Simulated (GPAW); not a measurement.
Crystal: TiO.

```
CELL_PARAMETERS angstrom
2.85161 0.00000 0.00000
-1.42580 2.46956 0.00000
0.00000 0.00000 5.56750
ATOMIC_POSITIONS crystal
Ti 0.66667 0.33333 0.75000
Ti 0.33333 0.66667 0.25000
O 0.00000 0.00000 0.50000
O 0.00000 0.00000 0.00000
```

The cell comes from a database or a generator and needn't be the stable form of this composition.

Base run:

| Quantity | Value |
| --- | --- |
| Program | GPAW 26.7.0 |
| Functional | PBEsol |
| Potentials or basis | PAW data sets generated in the run's folder for this functional |
| Cutoff | 800 eV |
| Basis | pw |
| k mesh | 8 × 8 × 4 |
| Occupations | fermi-dirac, width 0.05 eV |
| Spin | no spin polarisation |
| Hubbard terms | Ti d U = 6 eV |

Its results: pressure 8.3 GPa.

The run is repeated on the same cell with these changes: hubbard terms from Ti d U = 6 eV to Ti d U = 1 eV. What comes out?

Pressure -7.0 GPa.

Caveats: U without spin polarisation on a metal has little footing (some runs).

Not every run made on this cell is shown here.
